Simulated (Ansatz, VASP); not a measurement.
**Two plane-wave programs on TiH2**

```xyz
6
Lattice="3.8888 0.0000 0.0000 0.0000 3.8888 0.0000 0.0000 0.0000 3.8888" Properties=species:S:1:pos:R:3 pbc="T T T"
Ti    0.0000    0.0000    0.0000
Ti    1.9444    1.9444    1.9444
H     0.9722    0.9722    0.9722
H     0.9722    2.9166    2.9166
H     2.9166    2.9166    0.9722
H     2.9166    0.9722    2.9166
```

Alike in both runs: functional r2SCAN; k mesh 6 × 6 × 6; occupations gaussian, width 0.1 eV; no spin polarisation.

Ansatz relaxed the structure, and its values are those at the end. VASP's run is a single point on that final structure, the one shown.

```csv
,VASP,Ansatz
version,VASP 6.6.1,Ansatz 0.2.0
potentials or method,"VASP PAW PBE potentials, release 64 (Ti_sv, H)","scalar-relativistic, plane waves, PAW"
plane-wave cutoff (eV),520,500
valence electrons in the cell,28,28
```

```csv
,VASP,Ansatz,Ansatz less VASP
gap on the k mesh at the Fermi level (eV),none,none,-
pressure (GPa),0.1,0.0,-0.13
```

A gap of «none» marks a metal or a gap that the smearing closes. With one functional, cell and mesh, what is left measures potentials, basis and numerics.

Caveats: the PAW data sets were made with another functional, which shifts forces and pressure a little (VASP).
